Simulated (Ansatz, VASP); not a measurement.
## Si in VASP and in Ansatz

INCAR

```
ALGO = Normal
EDIFF = 1E-6
ENCUT = 520
GGA = CA
ISIF = 2
ISMEAR = 0
LASPH = True
LCHARG = False
LREAL = False
LWAVE = False
NBANDS = 11
NELM = 60
PREC = Accurate
SIGMA = 0.05
```

KPOINTS

```
k-points
0
Gamma
  12 12 12
```

The input POSCAR:

```
Si
1.0
    0.0000000000      2.9236148535      2.7007989409
    2.4779830283      0.0000000000      2.7007989409
    2.4779830283      2.9236148535      0.0000000000
Si
2
Direct
    0.5000000000      0.5000000000      0.5000000000
    0.7500000000      0.7500000000      0.7500000000
```

Input for Ansatz:

```yaml
crystal:
  lattice:
    - [0.0, 2.9236148535, 2.7007989409]
    - [2.4779830283, 0.0, 2.7007989409]
    - [2.4779830283, 2.9236148535, 0.0]
  atoms:
    - { symbol: Si, position: [0.5, 0.5, 0.5] }
    - { symbol: Si, position: [0.75, 0.75, 0.75] }
basis:
  ecutwfc: 420
kpoints:
  mp_grid: { grid: [12, 12, 12] }
hamiltonian:
  xc: lda
  pseudopotentials: { kind: paw, azcp: { folder: soft_1 } }
scf:
  occupations: { method: gaussian, width: 0.05 }
output:
  forces: true
  stress: true
  eigenvalues: true
```

Change from the starting cell: strain +e along x and -e along y -0.0825, strain +e along z and -e/2 along x and y +0.0000.

Alike in both runs: task single point; functional LDA; k mesh 12 × 12 × 12; occupations gaussian, width 0.05 eV; no spin polarisation.

```csv
,VASP,Ansatz
version,VASP 6.6.1,Ansatz 0.2.0
potentials or method,"VASP PAW LDA potentials, release 64 (Si)","scalar-relativistic, plane waves, PAW"
plane-wave cutoff (eV),520,420
valence electrons in the cell,8,8
```

|  | VASP | Ansatz | Ansatz less VASP |
| --- | --- | --- | --- |
| gap on the k mesh at the Fermi level (eV) | none | none | - |
| pressure (GPa) | -0.1 | -0.2 | -0.05 |
| largest component of the traceless stress (GPa) | 8.33 | 8.33 | +0.001 |

A gap of «none» marks a metal or a gap that the smearing closes. Ansatz warned: «pseudo_functional_mismatch».
